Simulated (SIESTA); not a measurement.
# GaSb under changes of volume

One of the cells (28.625 Å³/atom); the others are scaled copies at fixed shape and fractional positions:

```
Sb Ga
1.0
     0.00000    3.05900    3.05900
     3.05900    0.00000    3.05900
     3.05900    3.05900    0.00000
Sb Ga
1 1
Direct
  0.75000 0.75000 0.75000
  0.00000 0.00000 0.00000
```

| Quantity | Value |
| --- | --- |
| Program | SIESTA 5.4.2 |
| Functional | PBEsol |
| Potentials or basis | PseudoDojo 0.4 standard (PBEsol files) |
| Basis | DZP (energy shift 0.003 Ry; two zetas on semicore shells) |
| Grid cutoff | 800 Ry |
| Energy shift | 0.003 Ry |
| k mesh | 8 × 8 × 8 |
| Occupations | fermi-dirac, width 0.05 eV |
| Spin | no spin polarisation |

```csv
volume (Å³/atom),energy over the lowest point (meV/atom),pressure (GPa),gap on the mesh (eV)
26.907,18.06,3.7,0.52
27.480,7.41,2.3,0.40
28.052,1.50,1.1,0.24
28.625,0.00,0.1,0.08
29.197,?,?,?
29.770,6.21,-1.8,none
30.342,13.93,-2.5,none
```

Problem. What does the run at 29.197 Å³/atom give?

Solution. Energy over the lowest point 1.50 meV/atom; pressure -0.9 GPa; gap on the mesh none.

Worked out: A Birch-Murnaghan fit of order 3 (a polynomial in V^(-2/3)) to the other rows has its minimum at 28.62 Å³/atom with B0 = V·E''(V) = 50 GPa and B' = 6.0. It gives 1.54 meV/atom at 29.197 Å³/atom, against the run's 1.50, and -dE/dV = -0.9 GPa, against -0.9.

Energies are extrapolated to zero smearing.

Caveats: the basis of atomic orbitals isn't converged, which shifts pressures, moduli and gaps; spin-orbit coupling is left out, which moves the levels of the heavy elements (some runs).

A mesh can miss the band edges.

A gap of «none» marks a metal or a gap under the smearing width.
